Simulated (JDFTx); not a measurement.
K:

```
CELL_PARAMETERS angstrom
-2.69756 2.69756 2.69756
2.69756 -2.69756 2.69756
2.69756 2.69756 -2.69756
ATOMIC_POSITIONS crystal
K 0.00000 0.00000 0.00000
```

| Item | Value |
| --- | --- |
| Program | JDFTx 1.7.0 (patched build) |
| Task | relaxation of cell and atoms |
| Functional | PBE |
| Dispersion | D3 |
| Potentials or basis | PseudoDojo-SR-PBE-0.5-standard |
| Cutoff | 1007 eV |
| Density cutoff | 4027 eV |
| k mesh | 7 × 7 × 7 |
| Occupations | fermi-dirac, width 0.05 eV |
| Spin | no spin polarisation |

At the start: pressure -0.4 GPa; volume 78.52 Å³/atom.

Question: Where does the relaxation end?

Answer: Over 6 steps the energy falls by 8.7 meV/atom and the volume is 71.28 Å³/atom (-9.2 %); space group Im-3m (No. 229, to 0.05 Å).

The path:
```
step  energy change (eV)  largest force (eV/Å)  pressure (GPa)  volume (Å³)
   1              0.0000                0.0000           -0.36        78.52
   2             -0.0016                0.0000           -0.33        77.80
   3             -0.0085                0.0000            0.07        70.18
   4             -0.0087                0.0000           -0.01        71.28
   5             -0.0087                0.0000            0.00        71.27
   6             -0.0087                0.0000            0.00        71.28
```

Final structure:
```cif
data_structure
_symmetry_space_group_name_H-M 'P 1'
_symmetry_Int_Tables_number 1
_cell_length_a 4.5240
_cell_length_b 4.5240
_cell_length_c 4.5240
_cell_angle_alpha 109.471
_cell_angle_beta 109.471
_cell_angle_gamma 109.471
_cell_volume 71.28
loop_
_atom_site_label
_atom_site_type_symbol
_atom_site_fract_x
_atom_site_fract_y
_atom_site_fract_z
_atom_site_occupancy
K1 K 0.00000 0.00000 0.00000 1
```

Caveat: the plane waves are those of the starting cell, so after so large a change of volume the result is rough; pairwise dispersion overbinds metals, which lowers pressure and volume.
